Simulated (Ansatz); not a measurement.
A run of Ansatz 0.2.0 is set up as follows.

File input.yaml:

```yaml
crystal:
  lattice:
    - [3.18, 0.0, 0.0]
    - [-1.59, 2.753960784, 0.0]
    - [0.0, 0.0, 12.5]
  atoms:
    - { symbol: W, position: [0.6666666667, 0.3333333333, 0.75] }
    - { symbol: W, position: [0.3333333333, 0.6666666667, 0.25] }
    - { symbol: S, position: [0.6666666667, 0.3333333333, 0.375] }
    - { symbol: S, position: [0.3333333333, 0.6666666667, 0.875] }
    - { symbol: S, position: [0.6666666667, 0.3333333333, 0.125] }
    - { symbol: S, position: [0.3333333333, 0.6666666667, 0.625] }
hamiltonian:
  xc: pbe
  pseudopotentials: { kind: paw }
  hubbard: { sites: [{ species: W, l: d, u_eff: 6.0 }] }
kpoints:
  mp_grid: { grid: [10, 10, 3] }
  band_path:
    path:
      - [[0.0, 0.0, 0.0], [0.5, 0.0, 0.0], [0.3333333333, 0.3333333333, 0.0], [0.0, 0.0, 0.0], [0.0, 0.0, 0.5], [0.5, 0.0, 0.5], [0.3333333333, 0.3333333333, 0.5], [0.0, 0.0, 0.5]]
      - [[0.5, 0.0, 0.5], [0.5, 0.0, 0.0]]
      - [[0.3333333333, 0.3333333333, 0.0], [0.3333333333, 0.3333333333, 0.5]]
    npoints: 14
scf:
  occupations: { method: fermi_dirac, width: 0.05 }
  n_extra_bands: 15
output:
  forces: true
  stress: true
  eigenvalues: true
  fatbands: false
```

Potentials or basis: Ansatz PAW.

The run is started by

```sh
$ ansatz run input.yaml --threads 2 --pin off --max-ram 5632MiB --backend cpu --events-out ev --progress --plain --runs-dir out
```

Question: What does it give for the band gap on the k mesh?

Answer: 1.23 eV, indirect (least direct gap 1.69 eV).

Question: Predict the band gap along the path.

Answer: 0.98 eV, indirect (least direct gap 1.22 eV).

Question: Predict the largest force.

Answer: 0.164 eV/Å.

Stress tensor (GPa, compression positive):
```
2.58 0.00 0.00
0.00 2.58 0.00
0.00 0.00 3.75
```

Caveat: the k mesh misses the band edges, so the gap on the mesh is wider than the one along the path; spin-orbit coupling is left out, which moves the levels of the heavy elements; this functional lacks dispersion, which binds the layers, so the pressure and a relaxed spacing across them are unreliable.
